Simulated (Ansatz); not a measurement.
# MoS2 (Fm-3m) in Ansatz: further runs, part 2 of 2

Ansatz 0.2.0. Earlier steps stand in the parts before.

### Step 5. Single point, PBE+U, collinear spin, ferromagnetic start

The input, input.yaml:

```yaml
crystal:
  lattice:
    - [0.0, 2.99595142, 2.99595142]
    - [2.99595142, 0.0, 2.99595142]
    - [2.99595142, 2.99595142, 0.0]
  atoms:
    - { symbol: Mo, position: [0.0, 0.0, 0.0], spin: 3.0 }
    - { symbol: S, position: [0.25, 0.25, 0.25] }
    - { symbol: S, position: [0.75, 0.75, 0.75] }
hamiltonian:
  xc: pbe
  pseudopotentials: { kind: paw }
  hubbard: { sites: [{ species: Mo, l: d, u_eff: 2.0 }] }
magnetization:
  spin_polarized: true
  initial_magnetization: 3.0
  spin_locking: { lock_magnetization: hard }
kpoints:
  mp_grid: { grid: [6, 6, 6] }
scf:
  occupations: { method: gaussian, width: 0.05 }
output:
  forces: true
  stress: true
  eigenvalues: true
  write_density: true
  write_potential: true
  elf: true
  volumetric_format: npy
```

Potentials or basis: Ansatz PAW.

Command:

```console
> ansatz run input.yaml --threads 2 --pin off --max-ram 5632MiB --backend cpu --events-out ev --progress --plain --runs-dir out
```

Standard output:

```text
Warning: output.stress: scf.convergence.dr2_threshold = 1e-7 eV (the SCF's general default) is looser than the 3e-10 eV advised for a printed stress (1e-10 eV for each atom of the cell: 3). What an SCF threshold leaves in a stress goes as its square root, and in the free energy as the threshold itself, and one threshold admits the most on a small cell: of the crystals measured, under no hybrid functional and no lock of the moments, on runs that ended without the residual-converged pass, on stresses that held no estimate of that error, the worst erred by over 100 MPa in a component at 1e-7 eV an atom and by under 5 at 1e-10. Set scf.convergence.dr2_threshold to 3e-10 eV or tighter. The threshold is an SCF's pass mark: one that does not reach it within its budget of iterations ends unconverged, or closes short of it on a stop that the run arms, and scf.convergence.dr2_threshold's page says what that costs each kind of run
Warning: RAYON_NUM_THREADS=2 ignored (pool sized by the plan → 2); use --threads N
Mo: projections on atomic orbitals take those of the free atom [Ar 3d10] 4s2 4p6 4d5 5s1, of charge +0.00 (hamiltonian.pseudopotentials.projection_atoms); the dataset's partial waves leave at most 6.0e-6 of an orbital's norm unspanned inside its sphere
S: projections on atomic orbitals take those of the free atom [Ne] 3s2 3p4, of charge +0.00 (hamiltonian.pseudopotentials.projection_atoms); the dataset's partial waves leave at most 1.6e-7 of an orbital's norm unspanned inside its sphere
Engine: ansatz 0.2.0, aarch64-unknown-linux-gnu
Pseudopotentials: kind: paw
Pseudopotential: Mo, paw, valence charge 14, recommended cutoff 420 eV (normal), Mo.paw.azcp
Pseudopotential: S, paw, valence charge 6, recommended cutoff 420 eV (normal), S.paw.azcp
Functional definition: PBE
  parameter kappa = 0.804
  parameter beta = 0.06672455060314922
  exchange = pbe_x(kappa = kappa, mu = beta*pi^2/3)
  correlation = pbe_c(beta = beta)
Crystal: 3 atoms, lattice volume = 53.782 Å³
Basis set: ecut = 420 eV, 1067 PW (Γ), exchange–correlation on 60×60×60 points (8 copies of the dense FFT grid, shifted against one another)
Bands: 19, of which v1, the nominal top of the filled ones, is band 13 counted from 1 (12 counted from 0)
Symmetry: 48 space group operations
Space group: Fm-3m (ITA 225), of the structure as read, at distance tolerance 3.8e-5 Å
Magnetic group: BNS 225.116 (UNI 1618), of the structure as read, at distance tolerance 3.8e-5 Å
k-points: 16 of 216
Non-local potential: Mo, projectors of the file, l = 0: 3, l = 1: 2, l = 2: 2, l = 3: 1
Non-local potential: S, projectors of the file, l = 0: 2, l = 1: 2, l = 2: 2
PAW form: soft (Blöchl's): semilocal exchange-correlation on the pseudo side does not see the compensation charge
PAW one-centre angular grid: Mo, 590 points (default); XC on 64 Gauss nodes
PAW one-centre angular grid: S, 110 points (default); XC on 64 Gauss nodes
Initial density: superposition of atomic densities (chi_scale 0.1, normalization cell)
Starting moments: Σ|m| = 3 μB on 1 of 3 sites
Initial wavefunctions: pseudopotential atomic-orbital guess
Functional: x = pbe(κ = 0.804, μ = 0.2195149727645171), c = pbe(β = 0.06672455060314922)
SCF iter   1: F=—  HF=-6758.820670 eV  |F-HF|=—  |Δ(HF+E_count)|=         —  Δρ=7.16e-2 (↑7.16e-2 ↓3.82e-2)  dr2=4.93e0  dr2_m=9.73e-1  M=3.000 μB ∫|m|=3.000 μB  β_m=0.30  ethr=3.10e-3  ⟨swp⟩=5.7  Hψ=3206  notcnv=0
preconditioner: auto → none  [insulator: Δε(μ)=0.064 eV  Ē_g=9.330 eV  σ=0.050 eV  W_gap=0.58  n_scr=14 (ndim 8)  ℏωp=21.5 eV  f_vac=0.000  D(μ)=2.34/eV (n_scr^D=14)  ε∞_Penn≈6.3]
SCF iter   2: F=—  HF=-6758.103439 eV  |F-HF|=—  |Δ(HF+E_count)|=   7.17e-1  Δρ=3.47e-2 (↑2.28e-2 ↓3.47e-2)  dr2=4.29e-1  dr2_m=3.25e-1  M=3.000 μB ∫|m|=3.001 μB  β_m=0.30  ethr=3.10e-3  ⟨swp⟩=3.0  Hψ=1542  notcnv=0  defer=34
SCF iter   3: F=—  HF=-6758.178620 eV  |F-HF|=—  |Δ(HF+E_count)|=   7.52e-2  Δρ=2.26e-2 (↑2.26e-2 ↓2.26e-2)  dr2=1.07e-1  dr2_m=2.15e-1  M=3.000 μB ∫|m|=3.001 μB  β_m=0.52  ethr=1.65e-3  ⟨swp⟩=2.3  Hψ=1001  notcnv=0  defer=36
SCF iter   4: F=—  HF=-6758.342384 eV  |F-HF|=—  |Δ(HF+E_count)|=   1.64e-1  Δρ=7.23e-3 (↑5.82e-3 ↓7.23e-3)  dr2=5.28e-3  dr2_m=1.94e-2  M=3.000 μB ∫|m|=3.002 μB  β_m=0.59  ethr=4.10e-4  ⟨swp⟩=2.4  Hψ=1106  notcnv=0  defer=37
SCF iter   5: F=—  HF=-6758.360198 eV  |F-HF|=—  |Δ(HF+E_count)|=   1.78e-2  Δρ=1.54e-3 (↑1.46e-3 ↓1.54e-3)  dr2=2.27e-5  dr2_m=1.10e-3  M=3.000 μB ∫|m|=3.002 μB  β_m=0.80  ethr=2.03e-5  ⟨swp⟩=2.0  Hψ=1278  notcnv=0  defer=37
SCF iter   6: F=—  HF=-6758.361525 eV  |F-HF|=—  |Δ(HF+E_count)|=   1.33e-3  Δρ=3.69e-4 (↑3.69e-4 ↓1.62e-4)  dr2=5.00e-5  dr2_m=3.25e-5  M=3.000 μB ∫|m|=3.002 μB  β_m=0.87  ethr=8.72e-8  ⟨swp⟩=3.6  Hψ=1352  notcnv=0  defer=37
SCF iter   7: F=—  HF=-6758.361572 eV  |F-HF|=—  |Δ(HF+E_count)|=   4.66e-5  Δρ=9.11e-5 (↑5.85e-5 ↓9.11e-5)  dr2=1.15e-6  dr2_m=2.75e-6  M=3.000 μB ∫|m|=3.002 μB  β_m=0.93  ethr=8.72e-8  ⟨swp⟩=2.5  Hψ=981  notcnv=0  defer=37
iter 8 did not close the SCF: its close was put off for a magnetic moment that had not settled (scf_convergence_deferred on its scf_iter line)
SCF iter   8: F=-6758.361578 eV  HF=-6758.361578 eV  |F-HF|=2.48e-8  |Δ(HF+E_count)|=   6.68e-6  Δρ=6.12e-6 (↑6.12e-6 ↓4.56e-6)  dr2=5.23e-9  dr2_m=1.28e-8  M=3.000 μB ∫|m|=3.002 μB  β_m=0.97  ethr=3.85e-10  ⟨swp⟩=13.6  Hψ=4773  notcnv=0
SCF iter   9: F=-6758.361578 eV  HF=-6758.361578 eV  |F-HF|=4.73e-10  |Δ(HF+E_count)|=   3.91e-8  Δρ=8.04e-7 (↑8.04e-7 ↓7.26e-7)  dr2=1.03e-10  dr2_m=2.64e-10  M=3.000 μB ∫|m|=3.002 μB  ethr=2.01e-11  ⟨swp⟩=5.0  Hψ=3150  notcnv=0
SCF 1 converged in 9 iterations: F = -6758.361578 eV  dr2 = 1.03e-10
Symmetry: 12 space group operations
k-points: 32 of 216
Initial density: read from a saved state, or passed on in memory by an earlier SCF of this step, an earlier step, the calling program or the single point that the run made first
Starting moments: Σ|m| = 3 μB on 1 of 3 sites; this step starts from the density that it was given
SCF iter   1: F=—  HF=-6757.382815 eV  |F-HF|=—  |Δ(HF+E_count)|=         —  Δρ=1.14e-2 (↑1.14e-2 ↓6.20e-3)  dr2=7.90e-3  dr2_m=3.72e-2  M=3.000 μB ∫|m|=3.001 μB  ethr=3.85e-6  ⟨swp⟩=1.0  Hψ=9886  notcnv=0
preconditioner: auto → none  [insulator: Δε(μ)=0.208 eV  Ē_g=9.840 eV  σ=0.050 eV  W_gap=0.51  n_scr=14 (ndim 8)  ℏωp=21.5 eV  f_vac=0.022  D(μ)=1.38/eV (n_scr^D=14)  ε∞_Penn≈5.8]
SCF iter   2: F=—  HF=-6758.356774 eV  |F-HF|=—  |Δ(HF+E_count)|=         —  Δρ=3.90e-3 (↑3.90e-3 ↓8.49e-4)  dr2=9.86e-3  dr2_m=1.76e-3  M=3.000 μB ∫|m|=3.002 μB  ethr=3.85e-6  ⟨swp⟩=1.0  Hψ=6505  notcnv=0
SCF iter   3: F=—  HF=-6758.361579 eV  |F-HF|=—  |Δ(HF+E_count)|=   4.81e-3  Δρ=2.09e-4 (↑2.09e-4 ↓1.06e-4)  dr2=4.36e-5  dr2_m=5.05e-6  M=3.000 μB ∫|m|=3.002 μB  ethr=3.85e-6  ⟨swp⟩=1.0  Hψ=3300  notcnv=0
SCF iter   4: F=—  HF=-6758.361578 eV  |F-HF|=—  |Δ(HF+E_count)|=   1.04e-6  Δρ=8.28e-6 (↑7.86e-6 ↓8.28e-6)  dr2=1.55e-7  dr2_m=7.54e-9  M=3.000 μB ∫|m|=3.002 μB  ethr=1.68e-7  ⟨swp⟩=1.0  Hψ=2801  notcnv=0
SCF iter   5: F=-6758.361578 eV  HF=-6758.361578 eV  |F-HF|=2.45e-9  |Δ(HF+E_count)|=  7.64e-10  Δρ=1.38e-6 (↑1.38e-6 ↓8.42e-7)  dr2=3.40e-9  dr2_m=1.68e-10  M=3.000 μB ∫|m|=3.002 μB  ethr=3.85e-10  ⟨swp⟩=1.0  Hψ=3241  notcnv=0
SCF iter   6: F=-6758.361578 eV  HF=-6758.361578 eV  |F-HF|=2.35e-9  |Δ(HF+E_count)|=  5.18e-11  Δρ=1.36e-6 (↑1.36e-6 ↓8.41e-7)  dr2=3.28e-9  dr2_m=1.74e-10  M=3.000 μB ∫|m|=3.002 μB  ethr=1.31e-11  ⟨swp⟩=1.0  Hψ=4052  notcnv=0
SCF 2 converged in 6 iterations: F = -6758.361578 eV  dr2 = 3.28e-9
an SCF from another whole filling of 1 corrected shell (3 electrons), with 36 of the crystal's symmetry operations given up (32 k-points in place of 16), reached no lower state that the run goes on to. This is no proof of a minimum. Whole fillings of corrected shells: 1 of 1 tried, 0 with no close
SCF converged after 9 iterations
Stability checked in part: among states of this total moment the steps that led to this state did not find it unstable. No probe was made; neither looks for a lower state of another moment (fixed_total_moment; see scf.lower_state_search)
Magnetization: 3.0000 μB (14.5000 up, 11.5000 down)
Absolute magnetization: 3.0017 μB (∫|ρ↑−ρ↓|, with the PAW one-centre terms)
Spin contamination: 0.0580 ħ² per cell (⟨S²⟩ above its minimum at these occupations)
Per-site moments (μB) at R_I (Å): [(2.0225151638767613, 1.0702601407674257), (0.11627220352238334, 1.070260140767426), (0.11627220352238318, 1.0702601407674257)]
Free energy (F): -6758.361578 eV
Harris-Foulkes:  -6758.361578 eV  (|F-HF|=4.73e-10)
Internal energy: -6758.359521 eV  (E = F + TS)
E sigma→0 (E₀):  -6758.360550 eV
Entropy (-TS):   -0.002057 eV (-0.686 meV/atom)
Fermi energy:    11.109150 (↑ 12.177376, ↓ 10.040924) eV
--- Per-component energies (eV) ---
  E_band       = -142.965056
  E_kinetic    = 655.057753
  E_local      = -1445.413626  (includes V_loc(G=0)·N_el)
  E_nonlocal   = 202.583561
  E_hartree    = 502.362476
  E_xc         = -377.465749
  E_vxc        = -403.557054  (∫ρ·V_xc dr)
  E_hubbard    = 1.590833  (on-site DFT+U / exact-exchange correction)
  E_vhub       = -1.712120  (the Hubbard potential's part of the band-sum identity)
  E_paw        = -4402.579577  (= ΣΔE_a)
  E_vpaw       = -154.648936  (= ΣTr[D̂ρ^β])
  E_aug_tail   = 0.000047  (compensation charges beyond the density's cutoff)
  E_ewald      = -1894.495239
  E_smearing   = -0.002057  (= −TS)
  E_closure    = 0.000000  (closes the sum)
  Σ components = -6758.361578   (vs F -6758.361578, Δ=0.00e0)
--- Forces (eV/Å), atoms counted from 1 ---
  atom   1  Mo    -0.00000000     0.00000000    -0.00000000
  atom   2  S      0.00000000     0.00000000     0.00000000
  atom   3  S      0.00000000    -0.00000000    -0.00000000
  max |Σ_I F_I| component: 1.27e-17 eV/Å
--- Stress (GPa, compression-positive) ---
        4.835205       0.000000       0.000000
        0.000000       4.835205       0.000000
       -0.000000      -0.000000       4.835205
  P = ⅓ Tr σ = 4.8352 GPa (48.352 kbar)
--- Band table (eV; the first three rows and the last of 32) ---
  k-point 0 ↑: bands = ["-50.7015", "-24.8621", "-24.8621", "-24.8621", "-4.0154", "0.1299", "5.0076", "5.0076", "5.0076", "8.4009", "8.4009", "10.3705", "10.3705", "10.3705", "14.2739", "14.2739", "14.2739", "15.7869", "15.7869"]
  k-point 1 ↑: bands = ["-50.7013", "-24.8688", "-24.8631", "-24.8631", "-3.7603", "-0.3630", "5.1921", "5.1921", "5.8070", "8.0396", "8.0396", "9.4318", "10.4555", "10.4555", "12.8654", "13.8224", "13.8224", "16.7594", "16.7594"]
  k-point 2 ↑: bands = ["-50.7009", "-24.8823", "-24.8651", "-24.8651", "-3.0976", "-1.2522", "5.5604", "5.5604", "7.2460", "7.7902", "7.7902", "7.8795", "9.7954", "9.7954", "11.8119", "13.8023", "13.8023", "17.6055", "18.5787"]
  k-point 15 ↓: bands = ["-49.1561", "-23.1718", "-23.1613", "-23.1562", "-1.9280", "-1.5360", "4.7943", "5.7427", "7.0491", "8.5273", "9.3652", "11.6430", "12.7062", "13.2922", "13.5713", "14.0055", "15.0871", "17.6602", "19.1939"]
Occupation matrices written to <dir>
```

rho_z.tsv:

```text
# z_ang	rho[e/angstrom^3]	rho_spin[e/angstrom^3]
# format = ansatz-planar-average/11
# lattice	0.000000000	2.995951420	2.995951420
# lattice	2.995951420	0.000000000	2.995951420
# lattice	2.995951420	2.995951420	0.000000000
# sites	3
# site	42	0.000000000	0.000000000	0.000000000
# site	16	1.497975710	1.497975710	1.497975710
# site	16	4.493927130	4.493927130	4.493927130
0.000000	9.047450e-1	1.026657e-1
0.141231	8.943138e-1	1.050263e-1
0.282461	8.586356e-1	1.095932e-1
0.423692	7.907892e-1	1.107354e-1
0.564922	6.933004e-1	1.040712e-1
0.706153	5.820849e-1	8.965258e-2
[... 22 lines left out ...]
3.954454	8.586356e-1	1.095932e-1
4.095685	8.943138e-1	1.050263e-1
```

v_z.tsv:

```text
# z_ang	v_es[eV]	v_tot_up[eV]	v_tot_dn[eV]
# format = ansatz-planar-average/11
# xc	pbe
# density_cutoff_ev	1680
# datasets	Mo=:simpson_from_first_knot:soft	S=:simpson_from_first_knot:soft
# lattice	0.000000000	2.995951420	2.995951420
# lattice	2.995951420	0.000000000	2.995951420
# lattice	2.995951420	2.995951420	0.000000000
# sites	3
# site	42	0.000000000	0.000000000	0.000000000
# site	16	1.497975710	1.497975710	1.497975710
# site	16	4.493927130	4.493927130	4.493927130
0.000000	-6.006099e-1	-1.393590e1	-1.338877e1
0.141231	-6.184242e-1	-1.393539e1	-1.334610e1
0.282461	-5.720840e-1	-1.380636e1	-1.311262e1
0.423692	-2.700045e-1	-1.334085e1	-1.251121e1
0.564922	4.404173e-1	-1.240740e1	-1.145159e1
0.706153	1.555492e0	-1.099984e1	-9.965497e0
[... 22 lines left out ...]
3.954454	-5.720840e-1	-1.380636e1	-1.311262e1
4.095685	-6.184242e-1	-1.393539e1	-1.334610e1
```

Run time: 10 s. Hardware: 2 threads of Arm Neoverse V1, shared host; peak memory 0.45 GiB.

Results:

```
Free energy     : -6758.3616 eV
Pressure        : 4.8 GPa
Net moment      : 3.00 μB per cell
Absolute moment : 3.00 μB per cell
Site moments    : Mo +2.02; S +0.12 μB
```

Eigenvalues of the final occupation matrices:
```csv
site,spin,trace,eigenvalues
site 1,1,3.76,0.61 0.61 0.61 0.96 0.96
site 1,2,1.13,0.08 0.08 0.32 0.32 0.32
```

Caveat: the magnetic or orbital state may not be the lowest; the total moment is fixed, so each spin has its own Fermi level; the thresholds are loose for stress.

### Step 6. Overview

```tsv
level	spin	U	fixed moment (μB)	gap on the mesh (eV)	pressure (GPa)	moment (μB)
PBEsol+U	collinear, ferromagnetic start	Mo d U = 6 eV	2	-	1.4	2.00
PBE+U	collinear, random start	Mo d U = 2 eV	-	none	0.7	2.01
PBE+U	collinear, random start	Mo d U = 5 eV	-	none	4.8	2.03
PBE+U	collinear, ferromagnetic start	Mo d U = 2 eV	3	-	4.8	3.00
```

Alike in all rows: task single point; potentials or basis Ansatz PAW; cell as given; k mesh 6 × 6 × 6; cutoff (eV) 420; smearing gaussian 0.05 eV.

The pressure there spans 0.7 GPa (PBE+U) to 4.8 GPa (PBE+U); a positive pressure means that this level wants a larger cell, a negative one a smaller.

Caveats: the magnetic or orbital state may not be the lowest; the total moment is fixed, so each spin has its own Fermi level (some runs); the thresholds are loose for stress (some runs); the PAW data sets come from PBE, with cores solved anew for the run's functional, which leaves a small shift of forces and pressure (some runs).

Absolute energies hang on the potentials; compare differences alone.
